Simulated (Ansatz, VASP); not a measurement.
Al: VASP beside Ansatz

```
CELL_PARAMETERS angstrom
0.00000 2.03821 2.03821
2.03821 0.00000 2.03821
2.03821 2.03821 0.00000
ATOMIC_POSITIONS crystal
Al 0.00000 0.00000 0.00000
```

Alike in both runs: task single point; functional r2SCAN; dispersion D4; k mesh 11 × 11 × 11; occupations fermi-dirac, width 0.05 eV; no spin polarisation.

```csv
,VASP,Ansatz
version,VASP 6.6.1,Ansatz 0.2.0
potentials or method,"VASP PAW PBE potentials, release 64 (Al)",Ansatz PAW
plane-wave cutoff (eV),520,500
valence electrons in the cell,3,3
```

Ansatz gave:

```
gap on the k mesh at the Fermi level (eV) : none
pressure (GPa)                            : -5.8
dispersion energy (meV/atom)              : -115.7
```

Question: Which values does VASP return?

Answer: gap on the k mesh at the Fermi level (eV): none; pressure (GPa): -6.1; dispersion energy (meV/atom): -115.5.

A gap of «none» marks a metal or a gap that the smearing closes.

Caveats: pairwise dispersion overbinds metals, which lowers pressure and volume; the PAW data sets were made with another functional, which shifts forces and pressure a little (VASP); the PAW data sets come from PBE, with cores solved anew for the run's functional, which leaves a small shift of forces and pressure (Ansatz).
